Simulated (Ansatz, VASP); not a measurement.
**Li2Pt in two plane-wave programs**

One calculation is typed for both programs; each brings its own data sets and cutoff. How far apart do they land?

Program: Ansatz 0.2.0. Level of theory: plane waves, with VASP 6.6.1 beside it; relaxation of cell and atoms at r2SCAN with rVV10. Results are calculated unless marked as measured.

### 1. Starting point

Symmetry: P6/mmm, No. 191, hexagonal system. Conventional cell: a = 4.186 Å, b = 4.186 Å, c = 2.661 Å, α = 90.00°, β = 90.00°, γ = 120.00°. Li has 5 Li at 2.42 to 2.66 Å and 6 Pt at 2.76 Å nearest. Pt has 2 Pt at 2.66 Å and 12 Li at 2.76 Å nearest. Farther neighbours are not listed.

Coordinates:

```xyz
3
Lattice="4.1860 0.0000 0.0000 -2.0930 3.6252 0.0000 0.0000 0.0000 2.6610" Properties=species:S:1:pos:R:3 pbc="T T T"
Li    0.0000    2.4168    1.3305
Li    2.0930    1.2084    1.3305
Pt    0.0000    0.0000    0.0000
```

### 2. VASP: relaxation of cell and atoms, r2SCAN with rVV10

The relaxed volume is the usual yardstick between codes: its relative difference is about their pressure difference at one cell divided by the bulk modulus.

Lines of VASP's logs that name or quote its potential files are left out, and so is its time.

INCAR reads:

```
SYSTEM = Li2Pt
PREC = Accurate
ENCUT = 700
EDIFF = 1E-06
NELM = 100
ISMEAR = -1
SIGMA = 0.05
LREAL = .FALSE.
ALGO = Normal
METAGGA = R2SCAN
LUSE_VDW = .TRUE.
IVDW_NL = 2
BPARAM = 11.95
CPARAM = 0.0093
LASPH = .TRUE.
NBANDS = 14
LORBIT = 11
LWAVE = .FALSE.
LCHARG = .FALSE.
KPAR = 4
IBRION = 2
NSW = 60
ISIF = 3
EDIFFG = -0.01
```

POSCAR reads:

```
Li2Pt
1.0
    4.1860000000      0.0000000000      0.0000000000
   -2.0930000000      3.6251823402      0.0000000000
    0.0000000000      0.0000000000      2.6610000000
Li Pt
2 1
Direct
    0.3333333333      0.6666666667      0.5000000000
    0.6666666667      0.3333333333      0.5000000000
    0.0000000000      0.0000000000      0.0000000000
```

KPOINTS reads:

```
Automatic mesh
0
Gamma
5 5 7
0 0 0
```

Potentials, in the order of the species: Li_sv and Pt (PBE family, release 64).

Started as:

```bash
> mpirun -np 4 vasp_std
```

Numbers of over 12 decimals in the logs are rounded to 6 here.

The log of the run:

```text
[banner, memory and clock lines left out]
running    4 mpi-ranks, on    1 nodes
 distrk:  each k-point on    1 cores,    4 groups
 distr:  one band on    1 cores,    1 groups

 POSCAR found type information on POSCAR LiPt
 POSCAR found :  2 types and       3 ions
|                                                                             |
|               ----> ADVICE to this user running VASP <----                  |
|                                                                             |
|     You have switched on vdW-DFT.                                           |
|     This routine was written and supplied by Jiri Klimes. We recommend      |
|     that you carefully read and cite the following publications:            |
|       J. Klimes, D.R. Bowler, A. Michelides                                 |
|          J. Phys.: Cond Matt. 22 022201 (2010)                              |
|       J. Klimes, D.R. Bowler, A. Michelides                                 |
|          Phys. Rev. B. 83, 195131 (2011)                                    |
|     and references therein.                                                 |
|                                                                             |

|                                                                             |
|               ----> ADVICE to this user running VASP <----                  |
|                                                                             |
|     You enforced a specific xc type in the INCAR file but a different       |
|     [... a line on the potential file left out ...]
|     I HOPE YOU KNOW WHAT YOU ARE DOING!                                     |
|                                                                             |

 LDA part: xc-table for (None), standard interpolation
 POSCAR, INCAR and KPOINTS ok, starting setup
 FFT: planning ... GRIDC
 FFT: planning ... GRID_SOFT
 FFT: planning ... GRID
 WAVECAR not read
 entering main loop
       N       E                     dE             d eps       ncg     rms          rms(c)
Total rVV10 correction in eV:      0.4314770    18.3304379
Total rVV10 correction in eV:      0.4314770    18.3304379
Total rVV10 correction in eV:      0.4314770    18.3304379
Total rVV10 correction in eV:      0.4314770    18.3304379
DAV:   1     0.425678057489E+02    0.42568E+02   -0.91843E+03   560   0.151E+03
DAV:   2    -0.535902190010E+02   -0.96158E+02   -0.87219E+02   650   0.301E+02
DAV:   3    -0.620987103609E+02   -0.85085E+01   -0.82944E+01  1096   0.579E+01
DAV:   4    -0.622351141242E+02   -0.13640E+00   -0.13611E+00   626   0.105E+01
DAV:   5    -0.622379964154E+02   -0.28823E-02   -0.28820E-02   840   0.112E+00    0.787E+00
Total rVV10 correction in eV:      0.4116458    18.3304379
Total rVV10 correction in eV:      0.4116458    18.3304379
Total rVV10 correction in eV:      0.4116458    18.3304379
Total rVV10 correction in eV:      0.4116458    18.3304379
DAV:   6    -0.578842892150E+02    0.43537E+01   -0.58513E+00   716   0.217E+01    0.417E+00
Total rVV10 correction in eV:      0.4189878    18.3304378
Total rVV10 correction in eV:      0.4189878    18.3304378
Total rVV10 correction in eV:      0.4189878    18.3304378
Total rVV10 correction in eV:      0.4189878    18.3304378
DAV:   7    -0.574904673379E+02    0.39382E+00   -0.70590E-01   628   0.817E+00    0.104E+00
Total rVV10 correction in eV:      0.4203997    18.3304378
Total rVV10 correction in eV:      0.4203997    18.3304378
Total rVV10 correction in eV:      0.4203997    18.3304378
Total rVV10 correction in eV:      0.4203997    18.3304378
DAV:   8    -0.574847450971E+02    0.57222E-02   -0.73372E-02   724   0.215E+00    0.605E-01
Total rVV10 correction in eV:      0.4204901    18.3304378
Total rVV10 correction in eV:      0.4204901    18.3304378
Total rVV10 correction in eV:      0.4204901    18.3304378
Total rVV10 correction in eV:      0.4204901    18.3304378
DAV:   9    -0.574872588610E+02   -0.25138E-02   -0.17120E-02   938   0.990E-01    0.224E-01
Total rVV10 correction in eV:      0.4200279    18.3304378
Total rVV10 correction in eV:      0.4200279    18.3304378
Total rVV10 correction in eV:      0.4200279    18.3304378
Total rVV10 correction in eV:      0.4200279    18.3304378
DAV:  10    -0.574855795224E+02    0.16793E-02   -0.29327E-03   736   0.530E-01    0.610E-02
Total rVV10 correction in eV:      0.4200829    18.3304378
Total rVV10 correction in eV:      0.4200829    18.3304378
Total rVV10 correction in eV:      0.4200829    18.3304378
Total rVV10 correction in eV:      0.4200829    18.3304378
DAV:  11    -0.574853206401E+02    0.25888E-03   -0.69588E-04   794   0.213E-01    0.338E-02
Total rVV10 correction in eV:      0.4201170    18.3304378
[...]
Total rVV10 correction in eV:      0.4188179    18.3304379
Total rVV10 correction in eV:      0.4188179    18.3304379
Total rVV10 correction in eV:      0.4188179    18.3304379
DAV:   1    -0.574982674869E+02   -0.20650E-02   -0.54400E-02   608   0.214E+00    0.266E-01
Total rVV10 correction in eV:      0.4181194    18.3304380
Total rVV10 correction in eV:      0.4181194    18.3304380
Total rVV10 correction in eV:      0.4181194    18.3304380
Total rVV10 correction in eV:      0.4181194    18.3304380
DAV:   2    -0.574963582285E+02    0.19093E-02   -0.58509E-03   650   0.720E-01    0.113E-01
[...]
Total rVV10 correction in eV:      0.4183455    18.3304380
Total rVV10 correction in eV:      0.4183455    18.3304380
Total rVV10 correction in eV:      0.4183455    18.3304380
Total rVV10 correction in eV:      0.4183455    18.3304380
DAV:   1    -0.574988694083E+02   -0.26160E-02   -0.41168E-02   560   0.194E+00    0.327E-01
Total rVV10 correction in eV:      0.4192205    18.3304379
Total rVV10 correction in eV:      0.4192205    18.3304379
Total rVV10 correction in eV:      0.4192205    18.3304379
Total rVV10 correction in eV:      0.4192205    18.3304379
DAV:   2    -0.574967238457E+02    0.21456E-02   -0.91373E-03   728   0.880E-01    0.145E-01
Total rVV10 correction in eV:      0.4190323    18.3304379
Total rVV10 correction in eV:      0.4190323    18.3304379
Total rVV10 correction in eV:      0.4190323    18.3304379
Total rVV10 correction in eV:      0.4190323    18.3304379
DAV:   3    -0.574965068403E+02    0.21701E-03   -0.46676E-04   690   0.221E-01    0.741E-02
Total rVV10 correction in eV:      0.4190459    18.3304379
Total rVV10 correction in eV:      0.4190459    18.3304379
Total rVV10 correction in eV:      0.4190459    18.3304379
Total rVV10 correction in eV:      0.4190459    18.3304379
DAV:   4    -0.574964561985E+02    0.50642E-04   -0.68741E-05   730   0.683E-02    0.144E-02
Total rVV10 correction in eV:      0.4190375    18.3304379
Total rVV10 correction in eV:      0.4190375    18.3304379
Total rVV10 correction in eV:      0.4190375    18.3304379
Total rVV10 correction in eV:      0.4190375    18.3304379
DAV:   5    -0.574964687233E+02   -0.12525E-04   -0.64760E-06   708   0.241E-02    0.281E-03
Total rVV10 correction in eV:      0.4190394    18.3304379
Total rVV10 correction in eV:      0.4190394    18.3304379
Total rVV10 correction in eV:      0.4190394    18.3304379
Total rVV10 correction in eV:      0.4190394    18.3304379
DAV:   6    -0.574964792577E+02   -0.10534E-04   -0.52495E-07   356   0.678E-03    0.623E-04
Total rVV10 correction in eV:      0.4190395    18.3304379
Total rVV10 correction in eV:      0.4190395    18.3304379
Total rVV10 correction in eV:      0.4190395    18.3304379
Total rVV10 correction in eV:      0.4190395    18.3304379
DAV:   7    -0.574964825737E+02   -0.33160E-05   -0.74923E-08   292   0.243E-03    0.205E-04
Total rVV10 correction in eV:      0.4190394    18.3304379
Total rVV10 correction in eV:      0.4190394    18.3304379
Total rVV10 correction in eV:      0.4190394    18.3304379
Total rVV10 correction in eV:      0.4190394    18.3304379
DAV:   8    -0.574964830546E+02   -0.48093E-06   -0.22192E-08   280   0.120E-03
Total rVV10 correction in eV:      0.4190398    18.3304379
Total rVV10 correction in eV:      0.4190398    18.3304379
Total rVV10 correction in eV:      0.4190398    18.3304379
Total rVV10 correction in eV:      0.4190398    18.3304379
Total rVV10 correction in eV:      0.4190395    18.3304379
Total rVV10 correction in eV:      0.4190395    18.3304379
Total rVV10 correction in eV:      0.4190395    18.3304379
Total rVV10 correction in eV:      0.4190395    18.3304379
   9 F= -.57496483E+02 E0= -.57490781E+02  d E =-.229288E-03
 trial-energy change:   -0.000229  1 .order   -0.000132   -0.000392    0.000129
 step:   1.0583(harm=  0.9100)  dis= 0.00000  next Energy=   -57.496491 (dE=-0.237E-03)
 bond charge predicted
       N       E                     dE             d eps       ncg     rms          rms(c)
Total rVV10 correction in eV:      0.4190387    18.3304379
Total rVV10 correction in eV:      0.4190387    18.3304379
Total rVV10 correction in eV:      0.4190387    18.3304379
Total rVV10 correction in eV:      0.4190387    18.3304379
DAV:   1    -0.574965334068E+02   -0.50833E-04   -0.63690E-04   560   0.242E-01    0.408E-02
Total rVV10 correction in eV:      0.4189291    18.3304379
Total rVV10 correction in eV:      0.4189291    18.3304379
Total rVV10 correction in eV:      0.4189291    18.3304379
Total rVV10 correction in eV:      0.4189291    18.3304379
DAV:   2    -0.574964782515E+02    0.55155E-04   -0.14203E-04   722   0.110E-01    0.180E-02
Total rVV10 correction in eV:      0.4189530    18.3304379
Total rVV10 correction in eV:      0.4189530    18.3304379
Total rVV10 correction in eV:      0.4189530    18.3304379
Total rVV10 correction in eV:      0.4189530    18.3304379
DAV:   3    -0.574964829077E+02   -0.46562E-05   -0.74545E-06   674   0.279E-02    0.906E-03
Total rVV10 correction in eV:      0.4189514    18.3304379
Total rVV10 correction in eV:      0.4189514    18.3304379
Total rVV10 correction in eV:      0.4189514    18.3304379
Total rVV10 correction in eV:      0.4189514    18.3304379
DAV:   4    -0.574964852330E+02   -0.23253E-05   -0.97858E-07   548   0.838E-03    0.190E-03
Total rVV10 correction in eV:      0.4189524    18.3304379
Total rVV10 correction in eV:      0.4189524    18.3304379
Total rVV10 correction in eV:      0.4189524    18.3304379
Total rVV10 correction in eV:      0.4189524    18.3304379
DAV:   5    -0.574964841644E+02    0.10686E-05   -0.12883E-07   286   0.326E-03    0.288E-04
Total rVV10 correction in eV:      0.4189521    18.3304379
Total rVV10 correction in eV:      0.4189521    18.3304379
Total rVV10 correction in eV:      0.4189521    18.3304379
Total rVV10 correction in eV:      0.4189521    18.3304379
DAV:   6    -0.574964831171E+02    0.10473E-05   -0.38831E-08   280   0.153E-03    0.127E-04
Total rVV10 correction in eV:      0.4189521    18.3304379
Total rVV10 correction in eV:      0.4189521    18.3304379
Total rVV10 correction in eV:      0.4189521    18.3304379
Total rVV10 correction in eV:      0.4189521    18.3304379
DAV:   7    -0.574964828792E+02    0.23787E-06   -0.10544E-08   280   0.769E-04
Total rVV10 correction in eV:      0.4189521    18.3304379
Total rVV10 correction in eV:      0.4189521    18.3304379
Total rVV10 correction in eV:      0.4189521    18.3304379
Total rVV10 correction in eV:      0.4189521    18.3304379
Total rVV10 correction in eV:      0.4189521    18.3304379
Total rVV10 correction in eV:      0.4189521    18.3304379
Total rVV10 correction in eV:      0.4189521    18.3304379
Total rVV10 correction in eV:      0.4189521    18.3304379
  10 F= -.57496483E+02 E0= -.57490816E+02  d E =-.229113E-03
 curvature:  -0.35 expect dE=-0.319E-05 dE for cont linesearch -0.298E-05
 trial: gam= 0.00000 g(F)=  0.658E-47 g(S)=  0.922E-05 ort =-0.531E-04 (trialstep = 0.118E+01)
 search vector abs. value=  0.922E-05
 reached required accuracy - stopping structural energy minimisation
```

From OUTCAR (step 2):

```text
ion  position               nearest neighbor table
   1  0.333  0.667  0.500-   2 2.42   2 2.42   2 2.42   3 2.76   3 2.76   3 2.76   3 2.76   3 2.76
                             3 2.76
   2  0.667  0.333  0.500-   1 2.42   1 2.42   1 2.42   3 2.76   3 2.76   3 2.76   3 2.76   3 2.76
                             3 2.76
   3  0.000  0.000  0.000-   1 2.76   2 2.76   1 2.76   2 2.76   1 2.76   1 2.76   2 2.76   2 2.76
                             2 2.76   2 2.76   1 2.76   1 2.76

  LATTYP: Found a hexagonal cell.
 ALAT       =     4.1860000000
 C/A-ratio  =     0.6356903966

 Subroutine GETGRP returns: Found 24 space group operations
 (whereof 24 operations were pure point group operations)

The static configuration has the point symmetry D_6h.

 Found     20 irreducible k-points:

   k-points           NKPTS =     20   k-points in BZ     NKDIM =     20   number of bands    NBANDS=     14

   dimension x,y,z NGX =    36 NGY =   36 NGZ =   24
   dimension x,y,z NGXF=    72 NGYF=   72 NGZF=   48

   ENCUT  =  700.0 eV  51.45 Ry    7.17 a.u.   9.03  9.03  5.74*2*pi/ulx,y,z

   NELECT =      16.0000    total number of electrons

 k-points in reciprocal lattice and weights: Automatic mesh
   0.00000000  0.00000000  0.00000000       0.006
   0.20000000 -0.00000000  0.00000000       0.034
   0.40000000 -0.00000000  0.00000000       0.034
   0.20000000  0.20000000  0.00000000       0.034
   0.40000000  0.20000000  0.00000000       0.034
   0.00000000  0.00000000  0.14285714       0.011
   0.20000000 -0.00000000  0.14285714       0.069
   0.40000000 -0.00000000  0.14285714       0.069
   0.20000000  0.20000000  0.14285714       0.069
[...]
0.20000000  0.20000000  0.42857143       0.069
   0.40000000  0.20000000  0.42857143       0.069

 average (electrostatic) potential at core
       1 -63.8999       2 -63.8999       3 -73.5762

 E-fermi :   5.2851

 k-point     1 :       0.0000    0.0000    0.0000
  band No.  band energies     occupation
    ...
      4       0.2876      2.00000
      5       1.5820      2.00000
      6       1.5820      2.00000
      7       4.5156      2.00000
      8       4.5156      2.00000
      9       8.8633      0.00000
     10       8.8634      0.00000
     11      12.0200      0.00000
     12      12.0202      0.00000
     13      15.0268      0.00000
    ...

 k-point     2 :       0.2000   -0.0000    0.0000
  band No.  band energies     occupation
    ...
      4       0.4634      2.00000
      5       1.6077      2.00000
      6       1.8595      2.00000
      7       4.4784      2.00000
      8       4.5079      2.00000
      9       6.6905      0.00000
     10       7.4921      0.00000
     11      12.9344      0.00000
     12      13.8289      0.00000
     13      15.8759      0.00000
    ...

 k-point     3 :       0.4000   -0.0000    0.0000
  band No.  band energies     occupation
    ...
      5       2.0741      2.00000
      6       2.4797      2.00000
      7       3.9635      2.00000
      8       4.4197      2.00000
      9       4.4956      2.00000
     10       5.8977      0.00001
     11      13.1959      0.00000
     12      16.7918      0.00000
     13      17.7919      0.00000
     14      20.6417      0.00000

  Total       -0.0030704     -0.0030704     -0.0235539      0.0000000     -0.0000000     -0.0000000
  in kB       -0.1224982     -0.1224982     -0.9397139      0.0000000     -0.0000000     -0.0000000
  external PRESSURE =      -0.3949034 kB  Pullay stress =       0.0000000 kB

  energy-cutoff  :      700.00
  volume of cell :       40.16
      direct lattice vectors                 reciprocal lattice vectors
     4.220677084  0.000000000  0.000000000     0.236928810  0.136790912  0.000000000
    -2.110338542  3.655213576  0.000000000    -0.000000000  0.273581825  0.000000000
     0.000000000 -0.000000000  2.603048618    -0.000000000 -0.000000000  0.384164934

 POSITION                                       TOTAL-FORCE (eV/Angst)
 -----------------------------------------------------------------------------------
     -0.00000      2.43681      1.30152         0.000000     -0.000000     -0.000000
      2.11034      1.21840      1.30152        -0.000000      0.000000      0.000000
      0.00000      0.00000      0.00000        -0.000000     -0.000000     -0.000000
 -----------------------------------------------------------------------------------
    total drift:                                0.000000      0.000000     -0.000000

  FREE ENERGIE OF THE ION-ELECTRON SYSTEM (eV)
  ---------------------------------------------------
  free  energy   TOTEN  =       -57.4964828792 eV

  energy  without entropy=      -57.4851482287  energy(sigma->0) =      -57.49081555

 reached required accuracy - stopping structural energy minimisation

 total charge
# of ion       s       p       d       tot
------------------------------------------
    1        2.035   0.026   0.000   2.060
    2        2.035   0.026   0.000   2.060
    3        0.792   0.362   8.179   9.332
--------------------------------------------------
tot          4.861   0.413   8.179  13.453

[... 3 further parts left out ...]
```

CONTCAR:

```
Li2Pt
   1.00000000000000
     4.2206770838524772    0.0000000000000000    0.0000000000000000
    -2.1103385419262386    3.6552135757443733    0.0000000000000000
     0.0000000000000000   -0.0000000000000000    2.6030486183181805
  Li              Pt
     2     1
Direct
     0.3333333332999970    0.6666666667000030    0.5000000000000000
     0.6666666667000030    0.3333333332999970    0.5000000000000000
     0.0000000000000000    0.0000000000000000    0.0000000000000000
```

[end of part 1 of 2]

[Lines on the potential files, build, host, timing and source positions are cut from VASP's logs without a mark.]

[Logs are printed without paths, hosts, clocks, repeated set-up lines and the standing remarks that a program may print on its own settings, such as how far it seeks lower states.]

[Hosts, paths, dates, database ids (printed as entryN), source tags and the programs' standing remarks are cut or masked in the printed files.]
